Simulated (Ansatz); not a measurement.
The system is HfN.

```
Hf N
1.0
     0.00000    2.25600    2.25600
     2.25600    0.00000    2.25600
     2.25600    2.25600    0.00000
Hf N
1 1
Cartesian
  0.0000 0.0000 0.0000
  2.2560 2.2560 2.2560
```

| Quantity | Value |
| --- | --- |
| Program | Ansatz 0.2.0 |
| Task | relaxation of cell and atoms |
| Functional | RPBE |
| Potentials or basis | all-electron LAPW, scalar-relativistic |
| Basis error allowed | 0.001 eV/atom |
| k mesh | 10 × 10 × 10 |
| Occupations | fermi-dirac, width 0.05 eV |
| Spin | no spin polarisation |

At the start: volume 11.48 Å³/atom.

Task: How do energy, volume and symmetry change on relaxing?

Result: Over 5 steps the energy falls by 16.6 meV/atom and the volume is 11.97 Å³/atom (+4.2 %); space group Fm-3m (No. 225, to 0.05 Å).

The path:
| step | energy change (eV) | largest force (eV/Å) | volume (Å³) |
| --- | --- | --- | --- |
| 1 | 0.0000 | 0.0000 | 22.96 |
| 2 | -0.0267 | 0.0000 | 24.39 |
| 3 | -0.0331 | 0.0000 | 23.97 |
| 4 | -0.0331 | 0.0000 | 23.94 |
| 5 | -0.0331 | 0.0000 | 23.94 |

Final structure:
```yaml
crystal:
  lattice:
    - [0.00000, 2.28740, 2.28740]
    - [2.28740, 0.00000, 2.28740]
    - [2.28740, 2.28740, 0.00000]
  atoms:
    - { symbol: Hf, position: [0.00000, 0.00000, 0.00000] }
    - { symbol: N, position: [0.50000, 0.50000, 0.50000] }
```
